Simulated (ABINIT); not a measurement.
Crystal: PbO2.

```
Pb O
1.0
     0.00000    2.70199    2.70199
     2.70199    0.00000    2.70199
     2.70199    2.70199    0.00000
Pb O
1 2
Direct
  0.00000 0.00000 0.00000
  0.75000 0.75000 0.75000
  0.25000 0.25000 0.25000
```

The cell comes from a database or a generator and needn't be the stable form of this composition.

| Property | Result |
| --- | --- |
| Program | ABINIT 10.8.3 (patched build) |
| Task | relaxation of cell and atoms |
| Functional | LDA |
| Potentials or basis | PseudoDojo NC SR LDA v0.4.1 standard |
| Cutoff | 1143 eV |
| k mesh | 7 × 7 × 7 |
| Occupations | fermi-dirac, width 0.05 eV |
| Spin | no spin polarisation |

At the start: pressure -9.6 GPa; volume 13.15 Å³/atom.

How do energy, volume and symmetry change on relaxing?

Over 5 steps the energy falls by 28.3 meV/atom and the volume is 12.27 Å³/atom (-6.7 %); space group Fm-3m (No. 225, to 0.05 Å).

The path:
```csv
step,energy change (eV),largest force (eV/Å),pressure (GPa),volume (Å³)
1,0.0000,0.0000,-9.58,39.45
2,-0.0559,0.0000,-5.96,38.31
3,-0.0841,0.0000,1.02,36.60
4,-0.0848,0.0000,-0.08,36.84
5,-0.0848,0.0000,0.00,36.82
```

Final structure:
```xyz
3
Lattice="0.0000 2.6405 2.6405 2.6405 0.0000 2.6405 2.6405 2.6405 0.0000" Properties=species:S:1:pos:R:3 pbc="T T T"
Pb    0.0000    0.0000    0.0000
O     3.9608    3.9608    3.9608
O     1.3203    1.3203    1.3203
```
